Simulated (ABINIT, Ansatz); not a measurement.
Planning a run of ABINIT 10.8.3 on CdS (Hawleyite). The input:

```
acell 3*1.0 Angstrom
rprim 
  -0.000000000000 2.916500000000 2.916500000000
  2.916500000000 -0.000000000000 2.916500000000
  2.916500000000 2.916500000000 -0.000000000000
ntypat 2
znucl 48 16
natom 2
typat 1 2
xred 
  0.000000000000 0.000000000000 0.000000000000
  0.250000000000 0.250000000000 0.250000000000
pp_dirpath "pseudos"
pseudos "Cd.upf, S.upf"
ecut 47
ngkpt 6 6 6
nshiftk 1
shiftk 0.11 0.21 0.31
kptopt 3
chksymbreak 0
iscf -2
irdden 1
istwfk *1
nband 27
nbdbuf 4
tolwfr 1e-09
nstep 60
prtvol 0
indata_prefix "in"
outdata_prefix "out"
tmpdata_prefix "tmp"
```

```sh
OMP_NUM_THREADS=1 mpirun -n 8 abinit run.abi > log
```

Q: Estimate wall time and host memory on 8 MPI ranks of Intel Xeon 6975P-C (Granite Rapids), shared host.

It took 53 s; on shared hardware allow 26 s to 1.8 min. Peak host memory was 1.1 GiB.

[Paths, hosts, dates, memory and timing lines, banners, echoed tables and standing remarks are left out of the program output.]

[Logs are printed without paths, hosts, clocks, repeated set-up lines and the standing remarks that a program may print on its own settings, such as how far it seeks lower states.]

[Runs of the session that timed out or met a known fault of the program may be left out.]

[Hosts, paths, dates, database ids (printed as entryN), source tags and the programs' standing remarks are cut or masked in the printed files.]

[G0W0 gaps are taken among the corrected bands and points alone; a level outside them can change the order at an edge.]

[Where Ansatz stands beside ABINIT at settings called matched, ABINIT's density can come from a denser mesh and the files from another edition; pairs whose starting gaps differed by over 0.03 eV were left out, so agreement reads better than it is.]
